Diamond has a measured band gap of 5.5 eV: that is the energy that separates its filled electron states from its empty ones. Density functionals that use only local information about the electrons usually fall short of it by an electronvolt or more. Hybrid functionals, which mix in exact exchange, come within about half an electronvolt, some from below and some from above. The table gives nine such gaps for the same crystal and leaves three open: AM05, LAK and TPSSh. Can they be worked out from the other nine and from what each functional does to the electrons?

VASP, periodic Kohn-Sham DFT with the functional named in each row, for diamond (2-atom cell) at a fixed geometry. All runs use a 520 eV plane-wave cutoff and 0.05 eV smearing, and the gaps are read along a band path.

```csv
method,rung,potentials,k mesh,gap (eV),computed less measured (eV)
LDA,LDA,"VASP PAW LDA potentials, recommended",13x13x13 2-atom cell,4.108,-1.392
AM05,GGA,"VASP PAW PBE potentials, recommended",13x13x13 2-atom cell,?,?
BLYP,GGA,"VASP PAW PBE potentials, recommended",13x13x13 2-atom cell,4.445,-1.055
LAK,meta-GGA,"VASP PAW PBE potentials, recommended",13x13x13 2-atom cell,?,?
MS2,meta-GGA,"VASP PAW PBE potentials, recommended",13x13x13 2-atom cell,4.778,-0.722
SCAN,meta-GGA,"VASP PAW PBE potentials, recommended",13x13x13 2-atom cell,4.533,-0.967
TPSS,meta-GGA,"VASP PAW PBE potentials, recommended",13x13x13 2-atom cell,4.174,-1.326
revTPSS,meta-GGA,"VASP PAW PBE potentials, recommended",13x13x13 2-atom cell,4.024,-1.476
B3LYP,hybrid,"VASP PAW PBE potentials, recommended",7x7x7 2-atom cell,6.004,0.504
HSEsol,hybrid,"VASP PAW PBE potentials, recommended",7x7x7 2-atom cell,5.244,-0.256
TPSSh,hybrid,"VASP PAW PBE potentials, recommended",7x7x7 2-atom cell,?,?
r2SCAN-EpsX,hybrid,"VASP PAW PBE potentials, recommended",7x7x7 2-atom cell,5.542,0.042
```

The simplest functionals, LDA and the GGAs, give every electron the same potential at a given point in space, whether its state is filled or empty. Exact exchange works differently. It is an operator built from the filled orbitals, and it binds a filled state more strongly than an empty one, because the filled states are concentrated together in the bonds, while an empty state shares less of that space with them. Replacing part of the approximate exchange by the exact kind should therefore pull the valence top down relative to the conduction bottom.

The step from BLYP to B3LYP, with 20% exact exchange, shows the effect. The gap grows by 1.56 eV, and the direct gap at Γ, the centre of the Brillouin zone, grows by a similar 1.70 eV. Two different conduction states thus respond in nearly the same way. On the energy scale of these runs the valence top sinks by about 1 eV, so most of the opening appears on the filled side. B3LYP also changes the approximate exchange and correlation somewhat, so the step is not a perfectly clean measure of exact exchange.

This gives a simple model. Call the exact-exchange fraction $x$, and let $D$ be the amount by which a full replacement would widen the gap if the orbitals stayed as they are. The operator added to the parent functional is $x$ times the difference between exact and approximate exchange. To first order each band edge moves by the average of that operator in its own state, and subtracting the two shifts gives

$$E_\text{gap}(x) \approx E_\text{gap}(\text{parent}) + xD .$$

To find $D$, a straight line in $x$ was fitted to the six known functionals without exact exchange together with B3LYP (20%) and r2SCAN-EpsX (17%). The orbitals adjust in these runs, so the slope is an effective $D$ that includes their response. It is 7.8 eV, with an uncertainty of 1.2 eV, so each 10% of exact exchange is worth about 0.8 eV. The printed output after the text gives the details. The line treats all functionals without exact exchange as one, and for a single functional it is typically wrong by 0.3 eV. A forecast should therefore start from the closest relative and take only the slope from the line. Even the slope may be somewhat too steep, because BLYP and SCAN, the closest relatives of the two hybrids in the fit, both lie above the line's common starting value.

HSEsol was kept out of the fit for a physical reason. By its standard definition it contains 25% exact exchange, but only between electrons close to each other. The line would put its gap 1.04 eV above the computed value. Theory offers a reason: the long-range part of exchange also separates filled from empty states, and HSEsol leaves it out. Some of the difference may belong to its own semilocal part, so the figure is not a clean measure of the long-range effect.

For TPSSh the parent is in the table. The standard definition of TPSSh has 10% exact exchange at all distances. Starting from TPSS, the estimate is

$$4.174 + 0.10 \times 7.77 \approx 4.95\ \text{eV}.$$

A slope taken from SCAN and r2SCAN-EpsX alone would give 4.76 eV, although SCAN only stands in for the true parent, r2SCAN. The forecast is therefore about 4.95 ± 0.20 eV, between TPSS and HSEsol.

The other two functionals contain no exact exchange, so their forecasts rest on how they treat the density. AM05 is a GGA, which means that it sees the local density and its gradient. In the dense bonding regions of a crystal its gradient correction is weak, and there it should behave much like LDA. The forecast is the LDA value, 4.11 ± 0.15 eV, below BLYP.

LAK is a meta-GGA, which also uses the kinetic-energy density, a measure of how rapidly the orbitals vary in space. The resulting potential contains an operator that acts on the slope of each orbital, so filled and empty states can feel it differently even without exact exchange. Whether this opens the gap depends on the form of the functional: SCAN and MS2 lie well above LDA, while revTPSS lies slightly below it. LAK was designed with band gaps as well as bonding in view and leans strongly on this ingredient, which places it with the first pair. The forecast is the MS2 value, 4.78 ± 0.40 eV, above SCAN, with a wide range because the known meta-GGAs scatter so much. All three ranges are judgements, not statistical intervals.

The withheld rows as computed:

```csv
method,rung,potentials,k mesh,gap (eV),computed less measured (eV)
AM05,GGA,"VASP PAW PBE potentials, recommended",13x13x13 2-atom cell,4.019,-1.481
LAK,meta-GGA,"VASP PAW PBE potentials, recommended",13x13x13 2-atom cell,4.720,-0.780
TPSSh,hybrid,"VASP PAW PBE potentials, recommended",7x7x7 2-atom cell,4.924,-0.576
```

All three computed gaps fall inside their ranges, and the forecast order relative to the neighbouring functionals holds. The forecasts are too high by 0.09 eV for AM05, 0.06 eV for LAK and 0.03 eV for TPSSh. These three results carry different weight, because the arguments behind them differ in strength.

TPSSh is the best test of the mechanism. Its gap lies 0.75 eV above that of TPSS, close to the 0.78 eV per 10% found between BLYP and B3LYP. The fitted slope thus carried over to a functional outside the fit. It is not universal, though: the step from SCAN to r2SCAN-EpsX gives only 0.59 eV per 10%, perhaps partly because SCAN is not the true parent. The common line, which ignores the parent, would have put TPSSh 0.19 eV too high, so most of that error came from the starting point and little from the effect of exact exchange.

LAK landed between SCAN and MS2, which supports placing it with the meta-GGAs that open the gap. The close match with MS2 is better than the argument deserved, since nothing in the reasoning fixed the size of the effect to a tenth of an electronvolt. The two functionals also reach their similar gaps by different routes. Diamond's lowest conduction states lie in a valley away from Γ. The direct gap at Γ is 0.57 eV wider in MS2 than in LAK, but the valley lies 1.88 eV below the conduction level at Γ in MS2 and only 1.37 eV below it in LAK. Like SCAN and MS2, LAK shows that a functional without exact exchange can gain several tenths of an electronvolt over LDA and still stay well below the measured gap.

AM05 has the largest miss of the three, and its gap is almost the same as that of revTPSS. For revTPSS the reason for the low gap can be seen in the same valley. The direct gap at Γ is larger in revTPSS than in LDA, but the valley lies 1.74 eV below the conduction level at Γ, against 1.43 eV in LDA, and this more than cancels the gain. AM05 arrives at its low gap differently. Its direct gap at Γ is within 0.03 eV of that of LDA, and its valley lies 1.50 eV below the conduction level there. It thus stays close to LDA in both respects, as the forecast assumed. Part of the small difference that remains may come from the LDA run's own set of atomic potentials.

The comparison with experiment needs one correction before the functionals are judged. All the calculations hold the atoms still, whereas in a real crystal they vibrate even at the lowest temperature. In diamond this zero-point motion lowers the gap by very roughly 0.3 to 0.4 eV, a recalled figure. A calculation with fixed atoms should therefore aim at about 5.85 eV, not at 5.5 eV.

This changes the verdict on the hybrids. r2SCAN-EpsX seems to match the measurement within 0.04 eV, yet it lies about 0.3 eV below the corrected target. B3LYP seems half an electronvolt too high, but its excess shrinks to about 0.15 eV. HSEsol falls short by about 0.6 eV. The hybrids were also run on a coarser mesh of electron states than the others, so differences of a few hundredths between the two groups should not be interpreted.

Against the same target, every functional without exact exchange is between about 1 and 2 eV too low, and TPSSh, with its small fraction, is still about 0.9 eV short. To estimate the diamond gap for a similar hybrid, start from its parent and add about 0.8 eV for each 10% of exact exchange that acts at all distances. This suits B3LYP and TPSSh; for r2SCAN-EpsX, counted from SCAN, it is too much. For HSEsol, whose exact exchange is cut off at long range, the fitted line also gives too large a gap.

Printed output of the fit:

```
fit of result_gap on 8 rows (screened == 0): constant 4.341 +/- 0.11, coefficient of x 7.772 +/- 1.2; rms 0.237, worst MS2 -0.437, leave-one-out rms 0.3
  rows outside the fit (model, value, miss): AM05 4.341, 4.019, 0.322; LAK 4.341, 4.72, -0.379; HSEsol 6.284, 5.244, 1.04; TPSSh 5.118, 4.924, 0.194
AM05 forecast (LDA value; judged range 0.15 either way), eV: 4.108
AM05 computed gap, eV: 4.019
AM05 forecast less computed, eV: 0.089
LAK forecast (MS2 value; judged range 0.40 either way), eV: 4.778
LAK computed gap, eV: 4.72
LAK forecast less computed, eV: 0.058
TPSSh forecast (TPSS plus slope; judged range 0.20 either way), eV: 4.951
TPSSh computed gap, eV: 4.924
TPSSh forecast less computed, eV: 0.02718
TPSSh less TPSS, computed, eV: 0.75
LAK less SCAN, computed, eV: 0.187
BLYP less LDA, eV: 0.337
MS2 less SCAN, eV: 0.245
revTPSS less LDA, eV: -0.084
B3LYP less BLYP, eV: 1.559
opening per 10 percent exchange from BLYP to B3LYP, eV: 0.7795
opening per 10 percent exchange from SCAN to r2SCAN-EpsX, eV: 0.5901
rival TPSSh forecast with the SCAN-based slope, eV: 4.764
conduction valley below the Gamma conduction level in LDA, eV: 1.434
conduction valley below the Gamma conduction level in revTPSS, eV: 1.739
direct gap at Gamma, B3LYP less BLYP, eV: 1.7
rough static target from measured gap plus recalled zero-point shift, eV: 5.85
B3LYP less rough static target, eV: 0.154
HSEsol less rough static target, eV: -0.606
r2SCAN-EpsX less rough static target, eV: -0.308
```
